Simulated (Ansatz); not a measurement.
Calculated with Ansatz (gas phase, PBE0-D4/def2-TZVP geometries, no zero-point term in ΔE). CCSD(T)/CBS is the MP2 limit (def2-TZVPP, def2-QZVPP) plus CCSD(T) − MP2 in def2-TZVPP, frozen cores. Functionals use def2-TZVPP. One conformer a species, not always the lowest.

Consider the formal exchange of groups at a C–C bond: `C=C(C)c1ccccc1` + `CCC(C)C` → `CC(C)C(C)C` + `C=Cc1ccccc1`.

`C=C(C)c1ccccc1`:

```xyz
19

C     1.694    1.718    0.705
C     1.362    0.467    0.385
C     2.383   -0.629    0.416
C    -0.020    0.105    0.006
C    -0.874    1.035   -0.590
C    -2.173    0.699   -0.928
C    -2.651   -0.582   -0.686
C    -1.811   -1.521   -0.110
C    -0.509   -1.184    0.224
H     2.715    1.975    0.965
H     0.964    2.517    0.740
H     2.175   -1.346    1.216
H     3.380   -0.223    0.589
H     2.391   -1.191   -0.522
H    -0.504    2.028   -0.814
H    -2.814    1.438   -1.396
H    -3.667   -0.846   -0.954
H    -2.170   -2.527    0.079
H     0.130   -1.933    0.675
```

`CCC(C)C`:

Cartesian coordinates in Å:
```
C -0.938 -0.611 -1.748
C -0.820 -0.613 -0.233
C 0.077 0.483 0.339
C 0.001 0.491 1.858
C 1.521 0.344 -0.122
H 0.018 -0.822 -2.232
H -1.648 -1.368 -2.088
H -1.288 0.359 -2.114
H -0.446 -1.586 0.108
H -1.820 -0.504 0.204
H -0.304 1.447 -0.026
H 0.608 1.295 2.284
H 0.370 -0.455 2.269
H -1.026 0.626 2.206
H 1.615 0.408 -1.208
H 1.934 -0.621 0.194
H 2.147 1.129 0.310
```

`CC(C)C(C)C`:

Cartesian coordinates in Å:
```
C -1.055 -1.722 -0.103
C -0.813 -0.251 0.205
C -0.453 -0.069 1.673
C 0.207 0.376 -0.763
C 0.214 1.896 -0.671
C 1.619 -0.171 -0.601
H -1.325 -1.871 -1.153
H -0.168 -2.327 0.103
H -1.867 -2.120 0.511
H -1.759 0.278 0.029
H -0.293 0.979 1.933
H -1.257 -0.446 2.312
H 0.453 -0.623 1.933
H -0.135 0.113 -1.772
H 0.599 2.238 0.294
H 0.852 2.330 -1.446
H -0.791 2.308 -0.795
H 1.652 -1.260 -0.682
H 2.276 0.235 -1.373
H 2.045 0.107 0.367
```

`C=Cc1ccccc1`:

```xyz
16

C     0.769   -2.514   -1.123
C     1.084   -1.552   -0.260
C     0.331   -0.329    0.017
C    -0.870   -0.011   -0.623
C    -1.543    1.159   -0.325
C    -1.035    2.042    0.620
C     0.155    1.741    1.264
C     0.828    0.568    0.964
H    -0.124   -2.479   -1.737
H     1.407   -3.380   -1.245
H     1.998   -1.661    0.319
H    -1.282   -0.686   -1.363
H    -2.473    1.387   -0.833
H    -1.565    2.958    0.852
H     0.561    2.422    2.004
H     1.759    0.335    1.470
```

```tsv
level	ΔE (kcal/mol)
r2SCAN-D4	2.3
CCSD/def2-SVP	2.3
```

(1) What does CCSD(T)/CBS give? (Estimate.)

Largest T1 diagnostic among the species: 0.010.

Answers

(1) The calculation gave: +1.9 kcal/mol. The listed levels differ from it by 0.4, 0.4 kcal/mol.

Leaving LDA and LC-ωPBE aside and taking each functional with its dispersion term where it has one, the values, not all of them listed here, spread over 0.5 kcal/mol, from BLYP-D4 to PBE-QIDH.

CCSD(T)/CBS has its own doubt, a few kJ/mol and more with outer-core shells, so smaller differences from it don't rank the levels.
